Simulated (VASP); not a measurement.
# GaP (F-43m) in VASP: notebook

Runs on GaP. Level: LDA. Tasks: single point.

All numbers are computed with VASP 6.6.1; they aren't measurements. Logs are shortened: lines on timing, memory, paths and dates and some standing lists are left out, and cuts for length are marked.

## 1. The undisturbed crystal

It takes space group F-43m (No. 216, cubic). The conventional cell has a = 5.451 Å, b = 5.451 Å, c = 5.451 Å, α = 90.00°, β = 90.00°, γ = 90.00°. Ga (site symmetry -43m) is surrounded by 4 P at 2.36 Å. Around P (site symmetry -43m) lie 4 Ga at 2.36 Å.

## 2. Single point, LDA (grid = ENCUT=400 dk=0.6 cell=2x2x2 ISMEAR=0 SIGMA=0.05 LREAL=Auto EDIFF=1e-06)

INCAR reads:

```
  PREC = Accurate
  ENCUT = 400
  EDIFF = 1E-6
  ISMEAR = 0
  SIGMA = 0.05
  LREAL = Auto
  LASPH = True
  NELM = 120
  ALGO = Fast
  ISIF = 2
  LWAVE = False
  LCHARG = False
  GGA = CA
  NBANDS = 80
```

KPOINTS reads:

```
Automatic mesh
0
Gamma
  2 2 2
```

POSCAR reads:

```
GaP
1.0
    0.0000000000      5.4505000000      5.4505000000
    5.4505000000      0.0000000000      5.4505000000
    5.4505000000      5.4505000000      0.0000000000
Ga P
8 8
Direct
    0.0000000000      0.0000000000      0.0000000000
    0.0000000000      0.0000000000      0.5000000000
    0.0000000000      0.5000000000      0.0000000000
    0.0000000000      0.5000000000      0.5000000000
    0.5000000000      0.0000000000      0.0000000000
    0.5000000000      0.0000000000      0.5000000000
    0.5000000000      0.5000000000      0.0000000000
    0.5000000000      0.5000000000      0.5000000000
    0.3750000000      0.3750000000      0.3750000000
    0.3750000000      0.3750000000      0.8750000000
    0.3750000000      0.8750000000      0.3750000000
    0.3750000000      0.8750000000      0.8750000000
    0.8750000000      0.3750000000      0.3750000000
    0.8750000000      0.3750000000      0.8750000000
    0.8750000000      0.8750000000      0.3750000000
    0.8750000000      0.8750000000      0.8750000000
```

Potentials or basis: VASP PAW LDA potentials, release 64 (Ga_d, P).

Run with:

```console
$ cat potpaw_LDA.64/Ga_d/POTCAR potpaw_LDA.64/P/POTCAR > POTCAR
$ mpirun -np 1 vasp_std > vasp.out
```

OUTCAR:

```text
PREC = Accurate
   ENCUT = 400
   EDIFF = 1E-6
   ISMEAR = 0
   LREAL = Auto
   LASPH = True
   NELM = 120
   ISIF = 2
   GGA = CA

 Found      3 irreducible k-points:

 Following reciprocal coordinates:
            Coordinates               Weight
  0.000000  0.000000  0.000000      1.000000
  0.500000  0.000000  0.000000      4.000000
  0.500000  0.500000  0.000000      3.000000
   k-points           NKPTS =      3   k-points in BZ     NKDIM =      3   number of bands    NBANDS=     80
   number of dos      NEDOS =    301   number of ions     NIONS =     16
   total plane-waves  NPLWV = 125000
   dimension x,y,z NGX =    50 NGY =   50 NGZ =   50
   dimension x,y,z NGXF=   100 NGYF=  100 NGZF=  100
   ions per type =               8   8
   NGX,Y,Z   is equivalent  to a cutoff of  10.78, 10.78, 10.78 a.u.
   NGXF,Y,Z  is equivalent  to a cutoff of  21.57, 21.57, 21.57 a.u.
 SYSTEM =  unknown system
   PREC   = accura    normal or accurate (medium, high low for compatibility)
   ISTART =      0    job   : 0-new  1-cont  2-samecut
   ICHARG =      2    charge: 1-file 2-atom 10-const
   ISPIN  =      1    spin polarized calculation?
   LNONCOLLINEAR =      F non collinear calculations
   LSORBIT =      F    spin-orbit coupling
   LASPH  =      T    aspherical Exc in radial PAW
   ENCUT  =  400.0 eV  29.40 Ry    5.42 a.u.  12.57 12.57 12.57*2*pi/ulx,y,z
   NELM   =    120;   NELMIN=  2; NELMDL= -5     # of ELM steps
   EDIFF  = 0.1E-05   stopping-criterion for ELM
   LREAL  =      T    real-space projection
   EDIFFG = 0.1E-04   stopping-criterion for IOM
   NSW    =      0    number of steps for IOM
   IBRION =     -1    ionic relax: 0-MD 1-quasi-New 2-CG
   NFREE  =      0    steps in history (QN), initial steepest desc. (CG)
   ISIF   =      2    stress and relaxation
   ISYM   =      2    0-nonsym 1-usesym 2-fastsym
   POTIM  = 0.5000    time-step for ionic-motion
   TEBEG  =    0.0;   TEEND  =   0.0 temperature during run
   PSTRESS=    0.0 pullay stress
   NELECT =     144.0000    total number of electrons
   NUPDOWN=      -1.0000    fix difference up-down
   EMIN   =  10.00;   EMAX   =-10.00  energy-range for DOS
   EFERMI =   0.00;   METHOD = LEGACY
   ISMEAR =     0;   SIGMA  =   0.05  broadening in eV -4-tet -1-fermi 0-gaus
   EFERMI_NEDOS =   21; number of points for ismear=-14 and -15
   IALGO  =     68    algorithm
   IMIX   =      4    mixing-type and parameters
     AMIX     =   0.40;   BMIX     =  1.00
     AMIX_MAG =   1.60;   BMIX_MAG =  1.00
  volume/ion in A,a.u.               =      20.24       136.59
  Fermi-wavevector in a.u.,A,eV,Ry     =   1.249538  2.361284 21.243377  1.561344
  Thomas-Fermi vector in A             =   2.383574
   LORBIT       =      0    0 simple, 1 ext, 2 COOP (PROOUT), +10 PAW based schemes
   GGA     = CA    functional components
   LHFCALC =     F    Hartree Fock is set to
   AEXX    =    0.0000 exact exchange contribution
   IVDW    =     0    specifies the selected vdW correction
   LEPSILON=     F    determine dielectric tensor
   LRPA    =     F    only Hartree local field effects (RPA)
 non-spin polarized calculation
 RMM-DIIS sequential band-by-band and
 Gauss-broadening in eV      SIGMA  =   0.05
  energy-cutoff  :      400.00
  volume of cell :      323.85
 maximum number of plane-waves:      5961
   NGX = 25   NGY = 25   NGZ = 25

 number of electron     144.0000105 magnetization

 Free energy of the ion-electron system (eV)
  ---------------------------------------------------
  ext. energy  EPLUGINS =         0.00000000
  ---------------------------------------------------
  free energy    TOTEN  =       -82.31752553 eV

  energy without entropy =      -82.31752553  energy(sigma->0) =      -82.31752553

 E-fermi :   4.7797     XC(G=0): -10.1516

 val. band max:        4.5539944816   @ k =   0.0000   0.0000   0.0000
 cond. band min:       6.0109401068   @ k =   0.0000   0.0000   0.0000
 fundamental gap:      1.4569456251
 Fermi energy:         4.7796724092

 k-point     1 :       0.0000    0.0000    0.0000
  band No.  band energies     occupation
      1     -10.3100      2.00000
      2     -10.3100      2.00000
      3     -10.3100      2.00000
      4     -10.2745      2.00000
      5     -10.2745      2.00000
      6     -10.2745      2.00000
[... 72 lines left out ...]
     79       6.1972      0.00000
     80       6.2037      0.00000

 k-point     2 :       0.5000    0.0000    0.0000
  band No.  band energies     occupation
      1     -10.2854      2.00000
      2     -10.2854      2.00000
      3     -10.2854      2.00000
      4     -10.2854      2.00000
      5     -10.2854      2.00000
      6     -10.2854      2.00000
[... 72 lines left out ...]
     79       6.8439      0.00000
     80       6.8439      0.00000

 k-point     3 :       0.5000    0.5000    0.0000
  band No.  band energies     occupation
      1     -10.2898      2.00000
      2     -10.2898      2.00000
      3     -10.2692      2.00000
      4     -10.2692      2.00000
      5     -10.2692      2.00000
      6     -10.2692      2.00000
[... 72 lines left out ...]
     79       8.1090      0.00000
     80       8.1094      0.00000

------------------------ aborting loop because EDIFF is reached ----------------------------------------

  FORCE on cell =-STRESS in cart. coord.  units (eV):
  Direction    XX          YY          ZZ          XY          YZ          ZX
  --------------------------------------------------------------------------------------
  -------------------------------------------------------------------------------------
  Total       -4.9407436     -4.9407436     -4.9407436      0.0000000     -0.0000000     -0.0000000
  in kB      -24.4435271    -24.4435271    -24.4435271      0.0000000     -0.0000000     -0.0000000
  external PRESSURE =     -24.4435271 kB  Pullay stress =       0.0000000 kB

 VOLUME and BASIS-vectors are now :
 -----------------------------------------------------------------------------
  energy-cutoff  :      400.00
  volume of cell :      323.85
      direct lattice vectors                 reciprocal lattice vectors
     0.000000000  5.450500000  5.450500000    -0.091734703  0.091734703  0.091734703
     5.450500000  0.000000000  5.450500000     0.091734703 -0.091734703  0.091734703
     5.450500000  5.450500000  0.000000000     0.091734703  0.091734703 -0.091734703

 POSITION                                       TOTAL-FORCE (eV/Angst)
 -----------------------------------------------------------------------------------
      0.00000      0.00000      0.00000         0.000000      0.000000      0.000000
      2.72525      2.72525      0.00000         0.000000      0.000000      0.000000
      2.72525      0.00000      2.72525         0.000000      0.000000      0.000000
      5.45050      2.72525      2.72525         0.000000      0.000000      0.000000
      0.00000      2.72525      2.72525         0.000000      0.000000      0.000000
      2.72525      5.45050      2.72525         0.000000      0.000000      0.000000
[... 8 lines left out ...]
      6.81313      6.81313      9.53838        -0.000000     -0.000000     -0.000000
      9.53838      9.53838      9.53838        -0.000000     -0.000000     -0.000000
 -----------------------------------------------------------------------------------
    total drift:                                0.000014      0.000014      0.000015

  FREE ENERGIE OF THE ION-ELECTRON SYSTEM (eV)
  ---------------------------------------------------
  free  energy   TOTEN  =       -82.3175255307 eV

  energy  without entropy=      -82.3175255307  energy(sigma->0) =      -82.31752553
```

It took 3.8 min on 1 thread of Intel Xeon 6975P-C (Granite Rapids), shared host; peak memory 0.27 GiB.

These settings aren't checked as converged: the numbers below hold their error.

What came out:

- Free energy: -82.3175 eV
- Pressure: -2.4 GPa
- Band gap on the k mesh: 1.46 eV

Caveat: the k mesh is coarse (spacing up to 0.50 Å⁻¹), so the values aren't converged.

## 3. Single point, LDA (grid = ENCUT=280 dk=0.45 cell=2x2x2 ISMEAR=0 SIGMA=0.05 LREAL=Auto EDIFF=1e-06)

INCAR: that of step 2 with these lines changed.

```diff
@@ -1,3 +1,3 @@
   PREC = Accurate
-  ENCUT = 400
+  ENCUT = 280
   EDIFF = 1E-6
```

KPOINTS reads:

```
Automatic mesh
0
Gamma
  3 3 3
```

POSCAR is that of step 2.

Potentials or basis: VASP PAW LDA potentials, release 64 (Ga_d, P).

Run with:

```console
$ cat potpaw_LDA.64/Ga_d/POTCAR potpaw_LDA.64/P/POTCAR > POTCAR
$ mpirun -np 1 vasp_std > vasp.out
```

It took 86 s on 1 thread of Intel Xeon 6975P-C (Granite Rapids), shared host; peak memory 0.21 GiB.

The run converged, but a check on its numbers failed (symmetry, net force, bounds or a known fault of this set-up), so they aren't taken as properties of the crystal.

Caveat: the cutoff lies under the usual one of these potentials, so the numbers hold a large basis-set error; an odd mesh through Γ misses points on the zone boundary, where band edges often lie.

## 4. Single point, LDA (grid = ENCUT=340 dk=0.45 cell=2x2x2 ISMEAR=0 SIGMA=0.05 LREAL=Auto EDIFF=1e-06)

INCAR: that of step 3 with these lines changed.

```diff
@@ -1,3 +1,3 @@
   PREC = Accurate
-  ENCUT = 280
+  ENCUT = 340
   EDIFF = 1E-6
```

KPOINTS is that of step 3.

POSCAR is that of step 3.

Potentials or basis: VASP PAW LDA potentials, release 64 (Ga_d, P).

Run with:

```console
$ cat potpaw_LDA.64/Ga_d/POTCAR potpaw_LDA.64/P/POTCAR > POTCAR
$ mpirun -np 1 vasp_std > vasp.out
```

OUTCAR:

```text
PREC = Accurate
   ENCUT = 340
   EDIFF = 1E-6
   ISMEAR = 0
   LREAL = Auto
   LASPH = True
   NELM = 120
   ISIF = 2
   GGA = CA

 Found      4 irreducible k-points:

 Following reciprocal coordinates:
            Coordinates               Weight
  0.000000  0.000000  0.000000      1.000000
  0.333333  0.000000  0.000000      8.000000
  0.333333  0.333333  0.000000      6.000000
 -0.333333  0.333333  0.000000     12.000000
   k-points           NKPTS =      4   k-points in BZ     NKDIM =      4   number of bands    NBANDS=     80
   number of dos      NEDOS =    301   number of ions     NIONS =     16
   total plane-waves  NPLWV = 110592
   dimension x,y,z NGX =    48 NGY =   48 NGZ =   48
   dimension x,y,z NGXF=    96 NGYF=   96 NGZF=   96
   ions per type =               8   8
   NGX,Y,Z   is equivalent  to a cutoff of  10.35, 10.35, 10.35 a.u.
   NGXF,Y,Z  is equivalent  to a cutoff of  20.70, 20.70, 20.70 a.u.
 SYSTEM =  unknown system
   PREC   = accura    normal or accurate (medium, high low for compatibility)
   ISTART =      0    job   : 0-new  1-cont  2-samecut
   ICHARG =      2    charge: 1-file 2-atom 10-const
   ISPIN  =      1    spin polarized calculation?
   LNONCOLLINEAR =      F non collinear calculations
   LSORBIT =      F    spin-orbit coupling
   LASPH  =      T    aspherical Exc in radial PAW
   ENCUT  =  340.0 eV  24.99 Ry    5.00 a.u.  11.59 11.59 11.59*2*pi/ulx,y,z
   NELM   =    120;   NELMIN=  2; NELMDL= -5     # of ELM steps
   EDIFF  = 0.1E-05   stopping-criterion for ELM
   LREAL  =      T    real-space projection
   EDIFFG = 0.1E-04   stopping-criterion for IOM
   NSW    =      0    number of steps for IOM
   IBRION =     -1    ionic relax: 0-MD 1-quasi-New 2-CG
   NFREE  =      0    steps in history (QN), initial steepest desc. (CG)
   ISIF   =      2    stress and relaxation
   ISYM   =      2    0-nonsym 1-usesym 2-fastsym
   POTIM  = 0.5000    time-step for ionic-motion
   TEBEG  =    0.0;   TEEND  =   0.0 temperature during run
   PSTRESS=    0.0 pullay stress
   NELECT =     144.0000    total number of electrons
   NUPDOWN=      -1.0000    fix difference up-down
   EMIN   =  10.00;   EMAX   =-10.00  energy-range for DOS
   EFERMI =   0.00;   METHOD = LEGACY
   ISMEAR =     0;   SIGMA  =   0.05  broadening in eV -4-tet -1-fermi 0-gaus
   EFERMI_NEDOS =   21; number of points for ismear=-14 and -15
   IALGO  =     68    algorithm
   IMIX   =      4    mixing-type and parameters
     AMIX     =   0.40;   BMIX     =  1.00
     AMIX_MAG =   1.60;   BMIX_MAG =  1.00
  volume/ion in A,a.u.               =      20.24       136.59
  Fermi-wavevector in a.u.,A,eV,Ry     =   1.249538  2.361284 21.243377  1.561344
  Thomas-Fermi vector in A             =   2.383574
   LORBIT       =      0    0 simple, 1 ext, 2 COOP (PROOUT), +10 PAW based schemes
   GGA     = CA    functional components
   LHFCALC =     F    Hartree Fock is set to
   AEXX    =    0.0000 exact exchange contribution
   IVDW    =     0    specifies the selected vdW correction
   LEPSILON=     F    determine dielectric tensor
   LRPA    =     F    only Hartree local field effects (RPA)
 non-spin polarized calculation
 RMM-DIIS sequential band-by-band and
 Gauss-broadening in eV      SIGMA  =   0.05
  energy-cutoff  :      340.00
  volume of cell :      323.85
 maximum number of plane-waves:      4645
 NGX is ok and might be reduce to    48
   NGX = 23   NGY = 23   NGZ = 23

 number of electron     143.9999861 magnetization

 Free energy of the ion-electron system (eV)
  ---------------------------------------------------
  ext. energy  EPLUGINS =         0.00000000
  ---------------------------------------------------
  free energy    TOTEN  =       -83.40671362 eV

  energy without entropy =      -83.40671362  energy(sigma->0) =      -83.40671362

 E-fermi :   4.7310     XC(G=0): -10.1626

 val. band max:        4.5122888311   @ k =   0.0000   0.0000   0.0000
 cond. band min:       6.0034743841   @ k =   0.0000   0.0000   0.0000
 fundamental gap:      1.4911855531
 Fermi energy:         4.7310415799

 k-point     1 :       0.0000    0.0000    0.0000
  band No.  band energies     occupation
      1     -10.3000      2.00000
      2     -10.3000      2.00000
      3     -10.3000      2.00000
      4     -10.2644      2.00000
      5     -10.2644      2.00000
      6     -10.2644      2.00000
[... 72 lines left out ...]
     79       6.1803      0.00000
[... 248 lines left out ...]
     79       8.3263      0.00000
     80       8.6412      0.00000

------------------------ aborting loop because EDIFF is reached ----------------------------------------

  FORCE on cell =-STRESS in cart. coord.  units (eV):
  Direction    XX          YY          ZZ          XY          YZ          ZX
  --------------------------------------------------------------------------------------
  -------------------------------------------------------------------------------------
  Total       -5.5410969     -5.5410969     -5.5410969      0.0000000      0.0000000      0.0000000
  in kB      -27.4136777    -27.4136777    -27.4136777      0.0000000      0.0000000      0.0000000
  external PRESSURE =     -27.4136777 kB  Pullay stress =       0.0000000 kB

 VOLUME and BASIS-vectors are now :
 -----------------------------------------------------------------------------
  energy-cutoff  :      340.00
  volume of cell :      323.85
      direct lattice vectors                 reciprocal lattice vectors
     0.000000000  5.450500000  5.450500000    -0.091734703  0.091734703  0.091734703
     5.450500000  0.000000000  5.450500000     0.091734703 -0.091734703  0.091734703
     5.450500000  5.450500000  0.000000000     0.091734703  0.091734703 -0.091734703

 POSITION                                       TOTAL-FORCE (eV/Angst)
 -----------------------------------------------------------------------------------
      0.00000      0.00000      0.00000        -0.000000     -0.000000     -0.000000
      2.72525      2.72525      0.00000        -0.000000     -0.000000     -0.000000
      2.72525      0.00000      2.72525        -0.000000     -0.000000     -0.000000
      5.45050      2.72525      2.72525        -0.000000      0.000000     -0.000000
      0.00000      2.72525      2.72525        -0.000000     -0.000000     -0.000000
      2.72525      5.45050      2.72525        -0.000000      0.000000     -0.000000
[... 8 lines left out ...]
      6.81313      6.81313      9.53838         0.000000      0.000000     -0.000000
      9.53838      9.53838      9.53838        -0.000000     -0.000000      0.000000
 -----------------------------------------------------------------------------------
    total drift:                                0.000001      0.000001     -0.000005

  FREE ENERGIE OF THE ION-ELECTRON SYSTEM (eV)
  ---------------------------------------------------
  free  energy   TOTEN  =       -83.4067136173 eV

  energy  without entropy=      -83.4067136173  energy(sigma->0) =      -83.40671362
```

Wall time 1.8 min (1 thread of Intel Xeon 6975P-C (Granite Rapids), shared host); peak memory 0.25 GiB.

The run converged, but some of its settings lie outside the range that counts as converged, so its numbers aren't taken as properties of the crystal.

What came out:

```yaml
Free_energy: -83.4067 eV
Pressure: -2.7 GPa
Band_gap_on_the_k_mesh: 1.49 eV
```

Caveat: the cutoff is under 1.25 times the usual one of these potentials, so pressure, stress and relaxed cells hold a basis-set (Pulay) error; an odd mesh through Γ misses points on the zone boundary, where band edges often lie.

## 5. The reference run

An earlier run on the cell as given: functional PBE; potentials or basis VASP PAW PBE potentials, release 64 (Ga_d, P); cutoff 520 eV; k mesh 8 × 8 × 8; occupations fermi-dirac, width 0.05 eV; no spin polarisation.

* Pressure: 2.5 GPa
* Band gap on the k mesh: 1.64 eV, indirect (least direct gap 1.83 eV)
